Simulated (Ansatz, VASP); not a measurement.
## One calculation of Ru, two programs

The input INCAR:

```
ALGO = Fast ; EDIFF = 1E-6
ENCUT = 520 ; GGA = PE
ISIF = 2 ; ISMEAR = 0
LASPH = True ; LCHARG = True
LELF = True ; LREAL = False
LVHAR = True ; LWAVE = False
NBANDS = 13 ; NELM = 60
PREC = Accurate ; SIGMA = 0.15
```

The input KPOINTS:

```
k-points
0
Gamma
  20 20 20
```

File POSCAR:

```
Ru
1.0
    0.0333389707      1.9455670751      1.9455670751
    1.9455670751      0.0333389707      1.9455670751
    1.9455670751      1.9455670751      0.0333389707
Ru
1
Direct
    0.0000000000      0.0000000000      0.0000000000
```

Input for Ansatz:

```yaml
crystal:
  lattice:
    - [0.0333389707, 1.9455670751, 1.9455670751]
    - [1.9455670751, 0.0333389707, 1.9455670751]
    - [1.9455670751, 1.9455670751, 0.0333389707]
  atoms:
    - { symbol: Ru, position: [0.0, 0.0, 0.0] }
basis:
  ecutwfc: 420
kpoints:
  mp_grid: { grid: [20, 20, 20] }
hamiltonian:
  xc: pbe
scf:
  occupations: { method: gaussian, width: 0.15 }
output:
  forces: true
  stress: true
  eigenvalues: true
```

Change from the starting cell: equal engineering shear yz, xz and xy +0.0175, equal normal strain along x, y and z +0.0125.

Alike in both runs: task single point; functional PBE; k mesh 20 × 20 × 20; occupations gaussian, width 0.15 eV; no spin polarisation.

|  | VASP | Ansatz |
| --- | --- | --- |
| version | VASP 6.6.1 | Ansatz 0.2.0 |
| potentials or method | VASP PAW PBE potentials, release 64 (Ru_pv) | scalar-relativistic, plane waves, PAW |
| plane-wave cutoff (eV) | 520 | 420 |
| valence electrons in the cell | 14 | 16 |

|  | VASP | Ansatz | Ansatz less VASP |
| --- | --- | --- | --- |
| gap on the k mesh at the Fermi level (eV) | none | none | - |
| pressure (GPa) | -10.1 | -9.9 | +0.22 |
| largest component of the traceless stress (GPa) | 3.64 | 3.64 | +0.005 |

A gap of «none» marks a metal or a gap that the smearing closes. The functional is the same, so the differences come from potentials, cutoffs and numerics. The two sets of potentials don't hold the same shells in valence.
